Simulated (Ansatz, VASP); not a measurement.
Given: the input of a run of Ansatz 0.2.0 on TePb.

Contents of input.yaml:

```yaml
crystal:
  lattice:
    - [0.0, 3.231, 3.231]
    - [3.231, 0.0, 3.231]
    - [3.231, 3.231, 0.0]
  atoms:
    - { symbol: Pb, position: [0.0, 0.0, 0.0] }
    - { symbol: Te, position: [0.5, 0.5, 0.5] }
hamiltonian:
  xc: pbe
  pseudopotentials: { kind: paw }
kpoints:
  mp_grid: { grid: [7, 7, 7] }
scf:
  occupations: { method: fermi_dirac, width: 0.05 }
output:
  forces: true
  stress: true
relax:
  f_tol: 0.01
  max_steps: 40
  cell: { stress_tol: 0.05 }
```

Potentials or basis: Ansatz PAW.

Run with:

```sh
$ ansatz run input.yaml --threads 2 --pin off --max-ram 5632MiB --backend cpu --events-out ev --progress --plain --runs-dir out
```

Translate it to VASP 6.6.1. Potentials there: VASP PAW PBE potentials, release 64 (Pb_d, Te).

As run (the cutoff follows the program's own potentials):

INCAR

```
PREC = Accurate
ENCUT = 600
EDIFF = 1E-6
ISMEAR = -1
SIGMA = 0.05
LREAL = F
LASPH = T
NELM = 80
ALGO = Normal
ISIF = 3
LWAVE = F
LCHARG = F
GGA = PE
IBRION = 2
NSW = 60
EDIFFG = -0.02
```

Contents of KPOINTS:

```
regular mesh
0
Gamma
  7 7 7
```

File POSCAR:

```
TePb
1.0
    0.0000000000      3.2310000000      3.2310000000
    3.2310000000      0.0000000000      3.2310000000
    3.2310000000      3.2310000000      0.0000000000
Pb Te
1 1
Direct
    0.0000000000      0.0000000000      0.0000000000
    0.5000000000      0.5000000000      0.5000000000
```

Potentials or basis: VASP PAW PBE potentials, release 64 (Pb_d, Te).

The run is started by

```sh
$ cat potpaw_PBE.64/Pb_d/POTCAR potpaw_PBE.64/Te/POTCAR > POTCAR
$ mpirun -np 1 vasp_std > vasp.out
```

Both were run:

|  | VASP | Ansatz | Ansatz less VASP |
| --- | --- | --- | --- |
| relaxed volume (Å³/atom) | 35.41 | 35.47 | +0.062 |
| relaxed cell length with the largest relative difference (Å) | 4.644 | 4.647 | +0.0027 |
| energy change over the relaxation (meV/atom) | -11 | -11 | -0.2 |

The two sets of potentials don't hold the same shells in valence.

Caveats: the plane-wave basis is chosen anew once the cell has moved, so the energies of steps on either side of that aren't comparable (Ansatz). PBE usually gives volumes a little too large and moduli too small. Spin-orbit coupling is left out, which matters for the levels of Pb, Te.
